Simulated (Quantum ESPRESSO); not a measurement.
A calculation with Quantum ESPRESSO 7.5 of Hf (native input, structure typed inline):

pw.in

```
&CONTROL
  calculation = 'scf'
  prefix = 'pwscf'
  outdir = './tmp'
  pseudo_dir = './pseudo'
  tprnfor = .true.
  tstress = .true.
  disk_io = 'low'
/
&SYSTEM
  ibrav = 0
  nat = 2
  ntyp = 1
  ecutwfc = 52
  nbnd = 19
  occupations = 'smearing'
  smearing = 'mp'
  degauss = 0.01469973
  vdw_corr = 'grimme-d3'
  dftd3_version = 6
/
&ELECTRONS
  conv_thr = 4d-10
  electron_maxstep = 120
  mixing_beta = 0.5
/
ATOMIC_SPECIES
Hf   178.4900 72_Hf_12_2.3_3.0_pbe_n_v1.0.upf
CELL_PARAMETERS angstrom
   3.1967000000    0.0000000000    0.0000000000
  -1.5983500000    2.7684234083    0.0000000000
   0.0000000000    0.0000000000    5.0578000000
ATOMIC_POSITIONS angstrom
Hf     1.5983500002    0.9228078027    3.7933500000
Hf    -0.0000000002    1.8456156056    1.2644500000
K_POINTS automatic
10 10 5 0 0 0
```

pp_density.in

```
&INPUTPP
  prefix = 'pwscf'
  outdir = './tmp'
  filplot = 'density.dat'
  plot_num = 0
/
&PLOT
  nfile = 1
  filepp(1) = 'density.dat'
  iflag = 3
  output_format = 6
  fileout = 'density.cube'
/
```

The input pp_potential.in:

```
&INPUTPP
  prefix = 'pwscf'
  outdir = './tmp'
  filplot = 'potential.dat'
  plot_num = 11
/
&PLOT
  nfile = 1
  filepp(1) = 'potential.dat'
  iflag = 3
  output_format = 6
  fileout = 'potential.cube'
/
```

pp_elf.in

```
&INPUTPP
  prefix = 'pwscf'
  outdir = './tmp'
  filplot = 'elf.dat'
  plot_num = 8
/
&PLOT
  nfile = 1
  filepp(1) = 'elf.dat'
  iflag = 3
  output_format = 6
  fileout = 'elf.cube'
/
```

Potentials or basis: SPMS 1.0 PBE.

Launch:

```sh
$ OMP_NUM_THREADS=1 pw.x -in pw.in > pw.out
$ OMP_NUM_THREADS=1 pp.x -in pp_density.in > pp_density.out
$ OMP_NUM_THREADS=1 pp.x -in pp_potential.in > pp_potential.out
$ OMP_NUM_THREADS=1 pp.x -in pp_elf.in > pp_elf.out
```

Task: Write the same calculation in another form: ASE script, Cartesian positions.

Result: As run:

The input run.py:

```python
import numpy as np
from ase.calculators.espresso import Espresso, EspressoProfile
from ase.io import read

atoms = read('Hf.xyz')

input_data = {
    'control': {'calculation': 'scf', 'prefix': 'pwscf', 'outdir': './tmp', 'tprnfor': True, 'tstress': True, 'disk_io': 'nowf'},
    'system': {'ecutwfc': 52.0, 'nbnd': 19, 'occupations': 'smearing', 'smearing': 'mp', 'degauss': 0.01469973, 'vdw_corr': 'grimme-d3', 'dftd3_version': 6},
    'electrons': {'conv_thr': 4e-10, 'electron_maxstep': 120, 'mixing_beta': 0.5},
}
pseudopotentials = {'Hf': '72_Hf_12_2.3_3.0_pbe_n_v1.0.upf'}
profile = EspressoProfile(command='pw.x', pseudo_dir='pseudo')
dft = Espresso(profile=profile, input_data=input_data, pseudopotentials=pseudopotentials, kpts=(10, 10, 5), koffset=(0, 0, 0))
atoms.calc = dft

print(f'energy {atoms.get_potential_energy():.8f} eV')
print('forces (eV/A)')
print(np.round(atoms.get_forces(), 6))
print('stress (eV/A^3, Voigt)')
print(np.round(atoms.get_stress(), 8))
print(f'Fermi level {dft.get_fermi_level():.4f} eV')
```

File Hf.xyz:

```xyz
2
Lattice="3.1967000000 0.0000000000 0.0000000000 -1.5983500000 2.7684234083 0.0000000000 0.0000000000 0.0000000000 5.0578000000" Properties=species:S:1:pos:R:3 pbc="T T T"
Hf     1.5983500002      0.9228078027      3.7933500000
Hf    -0.0000000002      1.8456156056      1.2644500000
```

Potentials or basis: SPMS 1.0 PBE.

Run with:

```console
$ OMP_NUM_THREADS=1 python run.py
```

Both were run:

|  | native input, structure typed inline | ASE script, Cartesian positions |
| --- | --- | --- |
| Pressure | -23.4 GPa | -23.4 GPa |
| Band gap on the k mesh | none (metal or under the smearing width) | none (metal or under the smearing width) |

Keys that steer only the numerical path or the files written may differ.

Caveat: so large a pressure means that the cell lies far from this level's equilibrium, or that cutoff or potentials fall short; pairwise dispersion overbinds metals, which lowers pressure and volume.
